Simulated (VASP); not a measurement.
A run of VASP 6.6.1 is set up as follows.

The input INCAR:

```
SYSTEM = MgTe
PREC = Accurate
ENCUT = 500
EDIFF = 1E-7
ISMEAR = 0
SIGMA = 0.02
LREAL = .False.
LASPH = .True.
NELM = 80
ALGO = Normal
ISIF = 2
LWAVE = .False.
LCHARG = .True.
GGA = PE
LELF = .True.
LVHAR = .True.
NBANDS = 11
```

File KPOINTS:

```
Automatic mesh
0
Gamma
  3 3 3
  0 0 0
```

The input POSCAR:

```
MgTe
1.0
    0.0000000000      3.2319988239      3.2319988239
    3.2319988239      0.0000000000      3.2319988239
    3.2319988239      3.2319988239      0.0000000000
Te Mg
1 1
Direct
    0.2500000000      0.2500000000      0.2500000000
    0.0000000000      0.0000000000      0.0000000000
```

Potentials or basis: VASP PAW PBE potentials, release 64 (Te_GW, Mg_GW).

Launch:

```sh
$ cat potpaw_PBE.64/Te_GW/POTCAR potpaw_PBE.64/Mg_GW/POTCAR > POTCAR
$ mpirun -np 1 vasp_std > vasp.out
```

Task: What does it give for the band gap on the k mesh?

Result: 2.39 eV, direct.

Task: Estimate the pressure.

Result: 1.3 GPa.

Caveat: the k mesh is coarse (spacing up to 0.56 Å⁻¹), so the values aren't converged; spin-orbit coupling is left out, which moves the levels of the heavy elements. A hybrid or GW would open this gap; PBE tends to underestimate it.
